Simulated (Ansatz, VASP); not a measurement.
Ir: VASP beside Ansatz

```
Ir
1.0
     0.00000    2.05818    1.76365
     2.05818    0.00000    1.76365
     2.05818    2.05818    0.00000
Ir
1
Direct
  0.00000 0.00000 0.00000
```

Alike in both runs: task single point; functional LDA; k mesh 22 × 22 × 22; occupations gaussian, width 0.15 eV; no spin polarisation.

|  | VASP | Ansatz |
| --- | --- | --- |
| version | VASP 6.6.1 | Ansatz 0.2.0 |
| potentials or method | VASP PAW LDA potentials, release 64 (Ir) | scalar-relativistic, plane waves, PAW |
| plane-wave cutoff (eV) | 520 | 420 |
| valence electrons in the cell | 9 | 17 |

VASP gave:

- gap on the k mesh at the Fermi level (eV): none
- pressure (GPa): -19.6
- largest component of the traceless stress (GPa): 26.29

Problem. What did Ansatz give for the same quantities?

Solution. gap on the k mesh at the Fermi level (eV): none; pressure (GPa): -21.4; largest component of the traceless stress (GPa): 26.47.

A gap of «none» marks a metal or a gap that the smearing closes. The two sets of potentials don't hold the same shells in valence. Ansatz warned: «pseudo_functional_mismatch».

Caveats: so large a pressure means that the cell lies far from this level's equilibrium, or that cutoff or potentials fall short (VASP). The runs have no spin-orbit coupling, so splittings on Ir are missing.
